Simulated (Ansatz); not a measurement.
Isomers of C3H4N2, relaxed with PBE0-D4/def2-TZVP in Ansatz; electronic energies, one conformer each and not always the lowest. Functionals use def2-TZVPP; CBS adds triple-zeta CCSD(T) − MP2 to the MP2 limit of def2-TZVPP and def2-QZVPP.

(1) Order them by energy at frozen-core CCSD(T)/CBS, lowest first. (Best estimate.)
A. `c1cn[nH]c1`
B. `CN=C=C=N`
C. `CC(=N)C#N`
D. `NC1=C=CN1`
E. `c1c[nH]cn1`
F. `C=NC1C=N1`

(2) How do B3LYP-D4, B3LYP, HF/CBS(def2), r2SCAN-D4 place them (kcal/mol, against `c1c[nH]cn1`)? (An estimate is asked.)

Answers

(1) E (0.0 kcal/mol), A (10.9 kcal/mol), C (15.9 kcal/mol), F (63.3 kcal/mol), B (66.7 kcal/mol), D (99.1 kcal/mol).

(2) Ansatz gave: 
```
      isomer  B3LYP-D4  B3LYP  HF/CBS(def2)  r2SCAN-D4
 `CC(=N)C#N`      17.0   16.1           9.4       21.5
`c1cn[nH]c1`      10.6   10.5          13.4        9.9
  `CN=C=C=N`      60.3   58.8          66.6       63.2
 `C=NC1C=N1`      64.5   64.0          62.4       66.5
 `NC1=C=CN1`     100.7  100.0          97.4       99.5
```

B3LYP here is the variant with VWN-RPA as its local correlation; programs differ in this.
